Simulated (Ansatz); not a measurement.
Crystal: HgSe.

```xyz
2
Lattice="0.0000 3.0390 3.0390 3.0390 0.0000 3.0390 3.0390 3.0390 0.0000" Properties=species:S:1:pos:R:3 pbc="T T T"
Hg    0.0000    0.0000    0.0000
Se    4.5585    4.5585    4.5585
```

- Program: Ansatz 0.2.0
- Task: relaxation of cell and atoms
- Functional: revPBE
- Dispersion: D4
- Potentials or basis: Ansatz PAW
- Cutoff: 420 eV (not typed: the program's choice for these potentials)
- k mesh: 8 × 8 × 8
- Occupations: fermi-dirac, width 0.05 eV
- Spin: no spin polarisation

At the start: volume 28.07 Å³/atom.

Where does the relaxation end?

It ends after 6 steps and the volume is 29.33 Å³/atom (+4.5 %); space group F-43m (No. 216, to 0.05 Å).

Step by step:
```tsv
step	energy change (eV)	largest force (eV/Å)	volume (Å³)
1	0.0000	0.0000	56.13
2	-0.0159	0.0000	59.37
3	-0.0172	0.0000	58.73
4	-0.0177	0.0000	58.73
5	-0.0177	0.0000	58.66
6	-0.0177	0.0000	58.66
```

Final structure:
```
CELL_PARAMETERS angstrom
0.00000 3.08397 3.08397
3.08397 0.00000 3.08397
3.08397 3.08397 0.00000
ATOMIC_POSITIONS crystal
Hg 0.00000 0.00000 0.00000
Se 0.75000 0.75000 0.75000
```

Caveat: the plane-wave basis is chosen anew once the cell has moved, so the energies of steps on either side of that aren't comparable; pairwise dispersion overbinds metals, which lowers pressure and volume; the PAW data sets come from PBE, with cores solved anew for the run's functional, which leaves a small shift of forces and pressure.
